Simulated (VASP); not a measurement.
# ZnS (P6_3mc) in VASP: a series of runs, part 2 of 2

VASP 6.6.1.

## (4) Single point, BLYP+D3(BJ)

This run uses another cell than the first one, of 19.52 Å³/atom.

INCAR reads:

```
SYSTEM = ZnS
AGGAC    = 1.0          
AGGAX    = 1.0          
ALDAC    = 0.0          
ALDAX    = 1.0          
ALGO     = Normal         ! electronic algorithm
EDIFF    = 1E-7           ! SCF threshold, eV
ENCUT    = 520            ! plane-wave cutoff, eV
GGA      = B5             ! functional
ISIF     = 2              ! what is computed and relaxed
ISMEAR   = -1             ! smearing method
IVDW     = 12             ! dispersion correction
LASPH    = .True.         ! aspherical terms in the spheres
LCHARG   = .True.         ! write CHGCAR
LELF     = .True.         ! ELF
LREAL    = .False.        ! projectors in reciprocal space
LVHAR    = .True.       
LWAVE    = .False.        ! write WAVECAR
NBANDS   = 66             ! bands
NELM     = 100            ! most SCF steps
PREC     = Accurate       ! precision mode
SIGMA    = 0.05           ! smearing width, eV
VDW_A1   = 0.4298       
VDW_A2   = 4.2359       
VDW_S6   = 1.0          
VDW_S8   = 2.6996
```

KPOINTS reads:

```
k-points
0
Gamma
  8 8 2
  0 0 0
```

POSCAR reads:

```
ZnS
1.0
    3.8042079693      0.0000000000      0.0000000000
   -1.9021039847      3.2945407427      0.0000000000
    0.0000000000      0.0000000000     18.6938506420
Zn S
6 6
Direct
    0.3333333333      0.6666666667      0.8332844809
    0.6666666667      0.3333333333      0.3332844809
    0.6666666667      0.3333333333      0.6669876724
    0.3333333333      0.6666666667      0.1669876724
    0.0000000000      0.0000000000      0.5000476910
    0.0000000000      0.0000000000      0.0000476910
    0.3333333333      0.6666666667      0.9579730892
    0.6666666667      0.3333333333      0.4579730892
    0.6666666667      0.3333333333      0.7916333739
    0.3333333333      0.6666666667      0.2916333739
    0.0000000000      0.0000000000      0.6250736927
    0.0000000000      0.0000000000      0.1250736927
```

Potentials or basis: VASP PAW PBE potentials, release 64 (Zn, S).

On the command line:

```console
$ cat potpaw_PBE.64/Zn/POTCAR potpaw_PBE.64/S/POTCAR > POTCAR
$ mpirun -np 1 vasp_std > vasp.out
```

OUTCAR:

```text
SYSTEM = ZnS
   EDIFF = 1E-7
   ENCUT = 520
   GGA = B5
   ISIF = 2
   ISMEAR = -1
   IVDW = 12
   LASPH = .True.
   LREAL = .False.
   NELM = 100
   PREC = Accurate
 IVDW          = 12

 ion  position               nearest neighbor table
   1  0.333  0.667  0.833-   9 2.33   9 2.33   9 2.33   7 2.33
   2  0.667  0.333  0.333-  10 2.33  10 2.33  10 2.33   8 2.33
   3  0.667  0.333  0.667-   9 2.33  11 2.33  11 2.33  11 2.33
   4  0.333  0.667  0.167-  10 2.33  12 2.33  12 2.33  12 2.33
   5  0.000  0.000  0.500-   8 2.33   8 2.33   8 2.33  11 2.34
   6  0.000  0.000  0.000-   7 2.33   7 2.33   7 2.33  12 2.34
[... 1609 lines left out ...]
 -----------------------------------------------------------------------------
  energy-cutoff  :      520.00
  volume of cell :      234.29
      direct lattice vectors                 reciprocal lattice vectors
     3.804207969  0.000000000  0.000000000     0.262866806  0.151766221  0.000000000
    -1.902103985  3.294540743  0.000000000     0.000000000  0.303532443  0.000000000
     0.000000000  0.000000000 18.693850642     0.000000000  0.000000000  0.053493527

 POSITION                                       TOTAL-FORCE (eV/Angst)
 -----------------------------------------------------------------------------------
     -0.00000      2.19636     15.57730         0.000000     -0.000000      0.001091
      1.90210      1.09818      6.23037        -0.000000      0.000000      0.001091
      1.90210      1.09818     12.46857         0.000000     -0.000000      0.004662
     -0.00000      2.19636      3.12164        -0.000000      0.000000      0.004662
      0.00000      0.00000      9.34782        -0.000000      0.000000      0.001549
      0.00000      0.00000      0.00089        -0.000000      0.000000      0.001549
     -0.00000      2.19636     17.90821        -0.000000      0.000000     -0.001530
      1.90210      1.09818      8.56128        -0.000000      0.000000     -0.001530
      1.90210      1.09818     14.79868        -0.000000      0.000000     -0.003006
     -0.00000      2.19636      5.45175        -0.000000      0.000000     -0.003006
      0.00000      0.00000     11.68503        -0.000000      0.000000     -0.002766
      0.00000      0.00000      2.33811        -0.000000      0.000000     -0.002766
 -----------------------------------------------------------------------------------
    total drift:                               -0.000002     -0.000004     -0.000519

  FREE ENERGIE OF THE ION-ELECTRON SYSTEM (eV)
  ---------------------------------------------------
  free  energy   TOTEN  =       -42.6681257333 eV

  energy  without entropy=      -42.6681257333  energy(sigma->0) =      -42.66812573
```

OSZICAR:

```text
N       E                     dE             d eps       ncg     rms          rms(c)
DAV:   1     0.987597148119E+03    0.98760E+03   -0.49074E+04  2640   0.199E+03
DAV:   2     0.121086929726E+03   -0.86651E+03   -0.83273E+03  2640   0.480E+02
DAV:   3    -0.281742530770E+02   -0.14926E+03   -0.14567E+03  2930   0.176E+02
DAV:   4    -0.375051165785E+02   -0.93309E+01   -0.92742E+01  3118   0.445E+01
DAV:   5    -0.376816861785E+02   -0.17657E+00   -0.17637E+00  3136   0.615E+00    0.163E+01
DAV:   6    -0.344272465490E+02    0.32544E+01   -0.67541E+00  3910   0.469E+01    0.129E+01
DAV:   7    -0.347319695436E+02   -0.30472E+00   -0.94633E+00  3016   0.966E+00    0.633E+00
DAV:   8    -0.345705508986E+02    0.16142E+00   -0.73060E-01  3316   0.642E+00    0.191E+00
DAV:   9    -0.345726629579E+02   -0.21121E-02   -0.14383E-01  3488   0.353E+00    0.456E-01
DAV:  10    -0.345729662394E+02   -0.30328E-03   -0.62931E-03  3044   0.900E-01    0.263E-01
DAV:  11    -0.345731363019E+02   -0.17006E-03   -0.84977E-04  3544   0.271E-01    0.218E-01
DAV:  12    -0.345734210979E+02   -0.28480E-03   -0.66801E-04  3240   0.195E-01    0.139E-01
DAV:  13    -0.345733337555E+02    0.87342E-04   -0.25813E-04  3536   0.177E-01    0.412E-02
DAV:  14    -0.345733345274E+02   -0.77193E-06   -0.37583E-05  3022   0.331E-02    0.247E-02
DAV:  15    -0.345733345912E+02   -0.63796E-07   -0.25166E-06  3072   0.237E-02    0.972E-03
DAV:  16    -0.345733338970E+02    0.69417E-06   -0.89125E-07  2930   0.729E-03    0.406E-03
DAV:  17    -0.345733336325E+02    0.26457E-06   -0.90027E-07  3262   0.114E-02    0.429E-03
DAV:  18    -0.345733337286E+02   -0.96190E-07   -0.39686E-07  2224   0.343E-03
   1 F= -.42668126E+02 E0= -.42668126E+02  d E =-.355026E-10
```

Run time: 7.2 min. Hardware: 1 thread of Intel Xeon Platinum 8124M at 3.00GHz (Skylake/Cascade Lake), shared host; peak memory 0.46 GiB.

What came out:

* Free energy: -42.6681 eV
* Pressure: 0.1 GPa
* Largest force: 0.005 eV/Å
* Band gap on the k mesh: 2.19 eV
* Dispersion energy per atom: -0.675 eV

Forces in eV/Å, atoms in the order of the input:
```
Zn   0.000  0.000  0.001
Zn   0.000  0.000  0.001
Zn   0.000  0.000  0.005
Zn   0.000  0.000  0.005
Zn   0.000  0.000  0.002
Zn   0.000  0.000  0.002
S    0.000  0.000 -0.002
S    0.000  0.000 -0.002
S    0.000  0.000 -0.003
S    0.000  0.000 -0.003
S    0.000  0.000 -0.003
S    0.000  0.000 -0.003
```

Caveat: the PAW data sets were made with another functional, which shifts forces and pressure a little.

## (5) The runs side by side

| level | cell | gap on the mesh (eV) | pressure (GPa) | largest force (eV/Å) |
| --- | --- | --- | --- | --- |
| PBE | a = 3.887, b = 3.887, c = 19.057 Å, angles 90.0, 90.0, 120.0°, 12 atoms, atomic positions A | 1.91 | -1.8 | 0.02 |
| r2SCAN+rVV10 | a = 3.734, b = 3.734, c = 18.308 Å, angles 90.0, 90.0, 120.0°, 12 atoms, atomic positions A | 2.98 | 4.5 | 0.05 |
| BLYP+D3(BJ) | a = 3.804, b = 3.804, c = 18.694 Å, angles 90.0, 90.0, 120.0°, 12 atoms, atomic positions B | 2.19 | 0.1 | - |

Alike in all rows: task single point; potentials or basis VASP PAW PBE potentials, release 64 (Zn, S); no spin polarisation; k mesh 8 × 8 × 2; cutoff (eV) 520; smearing fermi-dirac 0.05 eV.

Caveats: the PAW data sets were made with another functional, which shifts forces and pressure a little (at least some runs); the cell stands under pressure (at least some runs).

Absolute energies hang on the potentials; compare differences alone.

## (6) Comparison with measurements

Step 4. Measured gap of ZnS: 3.911 eV (direct; 4 K; a printed reference work, monograph). This calculation gives 2.19 eV (-1.72 eV). The value is that of BLYP+D3(BJ) on a finite k mesh, which can miss the band edges, without temperature or zero-point motion. Semilocal functionals fall short of measured gaps as a rule.
